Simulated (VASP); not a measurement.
```
ZrO2
1.0
    0.00000     2.55920     2.55920
    2.55920     0.00000     2.55920
    2.55920     2.55920     0.00000
Zr O
1 2
Cartesian
  0.00000   0.00000   0.00000
  1.27960   1.27960   1.27960
  3.83880   3.83880   3.83880
```

The numbers are results of PBE GGA, VASP's PBE PAW potentials (set 64) (plane waves; VASP 6.6.1), not measurements. Numerical set-up: 520 eV cut-off, 8×8×8 Γ-centred mesh, Gaussian smearing of 0.010 eV, potentials Zr_sv O.

### Question
Give the electronic dielectric tensor ε∞ (DFPT, local fields included).

### Answer

```
5.82  0.00  0.00
0.00  5.82  0.00
0.00  0.00  5.82
```

### Question
Give the Born effective charges.

### Answer

```csv
atom,Z*xx,Z*yy,Z*zz,mean
Zr1,5.75,5.75,5.75,5.75
O2,-2.87,-2.87,-2.87,-2.87
O3,-2.87,-2.87,-2.87,-2.87
```

### Question
And the static tensor with the ions free?

### Answer

```
48.4  0.00  0.00
0.00  48.4  0.00
0.00  0.00  48.4
```

### Question
Which frequencies do the optical Γ-point modes have (no LO-TO splitting)?

### Answer
219 (×3), 549 (×3) cm⁻¹.

The compound is ZrO2 in the fluorite structure, the high-temperature cubic form, which is unstable at 0 K; the monoclinic form is the stable one. It was relaxed first.
